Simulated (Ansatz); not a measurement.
Orbital-resolved density of states of C

```yaml
crystal:
  lattice:
    - [0.00000, 1.78578, 1.78578]
    - [1.78578, 0.00000, 1.78578]
    - [1.78578, 1.78578, 0.00000]
  atoms:
    - { symbol: C, position: [0.00000, 0.00000, 0.00000] }
    - { symbol: C, position: [0.25000, 0.25000, 0.25000] }
```

Atoms are numbered in the order listed.

The cell was built from the diamond type and relaxed in the same program, and has space group Fd-3m; it needn't be a known or the stable phase.

The calculation used Ansatz 0.2.0, DFT, PBE, all-electron LAPW, scalar-relativistic.

Settings: a Γ-centred 13×13×13 k mesh, Fermi–Dirac smearing of 0.05 eV, basis error target 0.5 meV/atom, no spin polarisation.

States per eV for one atom of each kind, in 0.4 eV bins named by their centres, from the valence-band top, projected on a minimal set of Löwdin-orthogonalised atomic shells; orbitals are real harmonics on the Cartesian axes, equal curves share a column, and empty bins are left out, as is all above 5.3 eV, near the top of the computed bands.

C1 2p:

```
# E all pz=px=py
-11.9 0.13 0.04
-11.5 0.24 0.08
-11.1 0.17 0.06
-10.7 0.13 0.04
-10.3 0.11 0.04
-9.9 0.10 0.03
-9.5 0.08 0.03
-9.1 0.13 0.04
-8.7 0.23 0.08
-8.3 0.22 0.07
-7.9 0.22 0.07
-7.5 0.24 0.08
-7.1 0.25 0.08
-6.7 0.29 0.10
-6.3 0.36 0.12
-5.9 0.37 0.12
-5.5 0.35 0.12
-5.1 0.35 0.12
-4.7 0.34 0.11
-4.3 0.34 0.11
-3.9 0.33 0.11
-3.5 0.32 0.11
-3.1 0.31 0.10
-2.7 0.23 0.08
-2.3 0.17 0.06
-1.9 0.13 0.04
-1.5 0.10 0.03
-1.1 0.08 0.03
-0.7 0.05 0.02
-0.3 0.02 0.01
4.5 0.03 0.01
4.9 0.06 0.02
```

C1 2s:

```
# E all
-11.9 0.05
-11.5 0.11
-11.1 0.08
-10.7 0.06
-10.3 0.05
-9.9 0.04
-9.5 0.04
-9.1 0.03
-8.7 0.04
-8.3 0.04
-7.9 0.04
-7.5 0.04
-7.1 0.03
-6.7 0.03
-6.3 0.03
-5.9 0.03
-5.5 0.02
-5.1 0.02
-4.7 0.02
-4.3 0.02
-3.9 0.01
-3.5 0.01
-3.1 0.01
-2.7 0.01
4.5 0.02
4.9 0.04
```
